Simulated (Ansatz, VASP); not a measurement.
# Ga3S2 in VASP and in Ansatz

The input INCAR:

```
SYSTEM = Ga3S2
ALGO = Normal
EDIFF = 1E-6
ENCUT = 520
GGA = PE
ISIF = 2
ISMEAR = 0
LASPH = .TRUE.
LCHARG = .TRUE.
LELF = .TRUE.
LREAL = .FALSE.
LVHAR = .TRUE.
LWAVE = .FALSE.
NBANDS = 34
NELM = 80
PREC = Accurate
SIGMA = 0.1
```

Contents of KPOINTS:

```
k-points
0
G
  6 6 4
  0 0 0
```

POSCAR

```
Ga3S2
1.0
    4.4375904500      0.0000000000      0.0000000000
   -2.2187952200      3.8430660600      0.0000000000
    0.0000000000      0.0000000000      5.5041394600
Ga S
3 2
Direct
    0.6666666700      0.3333333300      0.2422697800
    0.6666666700      0.3333333300      0.7577302200
    0.0000000000      0.0000000000      0.5000000000
    0.0000000000      0.0000000000      0.0000000000
    0.3333333300      0.6666666700      0.5000000000
```

Input for Ansatz:

```yaml
crystal:
  lattice:
    - [4.43759045, 0.0, 0.0]
    - [-2.21879522, 3.84306606, 0.0]
    - [0.0, 0.0, 5.50413946]
  atoms:
    - { symbol: Ga, position: [0.66666667, 0.33333333, 0.24226978] }
    - { symbol: Ga, position: [0.66666667, 0.33333333, 0.75773022] }
    - { symbol: Ga, position: [0.0, 0.0, 0.5] }
    - { symbol: S, position: [0.0, 0.0, 0.0] }
    - { symbol: S, position: [0.33333333, 0.66666667, 0.5] }
basis:
  ecutwfc: 420
kpoints:
  mp_grid: { grid: [6, 6, 4] }
hamiltonian:
  xc: pbe
scf:
  occupations: { method: gaussian, width: 0.1 }
  lower_state_search: "off"
output:
  forces: true
  stress: true
  eigenvalues: true
```

Change from the starting cell: species swapped into the Co3Ge2 type (P-6m2, No. 187).

Alike in both runs: task single point; functional PBE; k mesh 6 × 6 × 4; occupations gaussian, width 0.1 eV; no spin polarisation.

```csv
,VASP,Ansatz
version,VASP 6.6.1,Ansatz 0.2.0
potentials or method,"VASP PAW PBE potentials, release 64 (Ga_d, S)","scalar-relativistic, plane waves, PAW"
plane-wave cutoff (eV),520,420
valence electrons in the cell,51,51
```

```csv
,VASP,Ansatz,Ansatz less VASP
gap on the k mesh at the Fermi level (eV),none,none,-
pressure (GPa),5.4,5.3,-0.04
largest component of the traceless stress (GPa),1.07,1.09,+0.010
rms of the force components (eV/Å),0.264,0.264,+0.0005
```

Atom by atom the forces differ by 0.000 eV/Å (rms over components). A gap of «none» marks a metal or a gap that the smearing closes. The functional is the same, so the differences come from potentials, cutoffs and numerics.
